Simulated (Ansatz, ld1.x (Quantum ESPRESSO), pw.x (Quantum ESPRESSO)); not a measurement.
gallium (Ga): one change to the ultrasoft potential, in the atom and in the fcc crystal

```
Element                 : Ga (Z = 31)
Generator               : ld1.x (Quantum ESPRESSO) 7.5
Type                    : ultrasoft
Functional              : PBEsol
Relativity              : scalar-relativistic
Frozen core             : [Ar] 3d10
Valence charge          : 3
Reference configuration : 4s2 4p1
Partial waves           : 4s (bound): rcut 1.40, rcutus 1.75 bohr; 4s channel at -0.35 Ry: rcut 1.40, rcutus 1.75 bohr; 4p (bound): rcut 2.50, rcutus 3.05 bohr; 4p channel at 3.65 Ry: rcut 2.50, rcutus 3.05 bohr; 4d channel at 0.35 Ry: rcut 2.05, rcutus 2.40 bohr; 4d channel at 2.4 Ry: rcut 2.05, rcutus 2.40 bohr
Local potential         : all-electron potential smoothed inside 1.60 bohr (lloc = -2)
Core correction         : Bessel-smoothed model core, default radius (core density twice the valence density)
Augmentation charge     : PSQ, radius 1.50 bohr
```

Change: waves 4p (bound): rcut 1.86, rcutus 1.98 bohr; 4p channel at 3.65 Ry: rcut 1.86, rcutus 1.98 bohr.

Cutoffs, loose and tight: the cutoffs (Ry, on a coarse ladder) from which the occupation-weighted sum of valence levels, in a spherical-Bessel basis at the reference potential, stays within 10 and 1 mRy of its value at 400 Ry. They do not see the model core or the augmentation charge, which bear on the density cutoff. Test errors are all-electron minus pseudo excitation energies from the reference, over the configurations 4s2 4p0; 4s1 4p0; 4s2 4p0.5; 4s1 4p2; 4s1 4p1; 4s2 4p1.3; 4s0 4p3; variants that change the core or the reference have their own tests.

Crystal test: fcc Ga in pw.x 7.5, no spin, 14³ k-points, Fermi–Dirac smearing 0.01 Ry, cutoffs set for each file from its atomic test. The reference is all-electron LAPW (Ansatz 0.2.0) with the same functional, mesh and smearing; V0 and B0 come from Birch–Murnaghan fits to the pressures at five volumes. Errors are pseudo minus all-electron; Δ is the rms difference of the E(V) curves that follow from these fits, minima aligned, over ±6 % about the mean V0. Mesh and smearing are coarse, so the numbers serve the comparison and aren't converged zero-temperature values; the lattice is a test structure that the element need not adopt.

All-electron: a0 = 4.140 Å (V0 = 17.74 Å³/atom), B0 = 60.2 GPa.

Problem. Does the change bring the crystal closer to the all-electron result?

Solution. The mean pressure error goes from -1.18 to -0.70 GPa, so the change moves the solid closer to the all-electron pressures.

| quantity | base | changed |
| --- | --- | --- |
| outcome (atom) | generated | generated |
| cutoff, loose (atom) | 10 Ry | 10 Ry |
| cutoff, tight (atom) | 15 Ry | 15 Ry |
| bound ghosts (atom) | none | none |
| largest test error (meV) (atom) | -208 | -210 |
| cutoffs in pw.x (Ry) | 40/320 | 40/320 |
| a0 (Å) | 4.114 | 4.124 |
| a0 error (%) | -0.63 | -0.38 |
| B0 error (%) | +9.0 | +5.9 |
| Δ (meV/atom) | 4.5 | 2.7 |
| mean pressure error (GPa) | -1.18 | -0.70 |

Base: The largest radius (3.05 bohr) exceeds half the bond length (2.76 bohr), so the spheres overlap, which is one possible source of error among others. This is a poor potential for the solid. The logarithmic derivative shows an extra or strongly shifted pseudo pole above the reference energy (d near 1.43 Ry). Changed file: The logarithmic derivative shows an extra or strongly shifted pseudo pole above the reference energy (d near 1.46 Ry). The atomic cutoffs weigh occupied waves only.
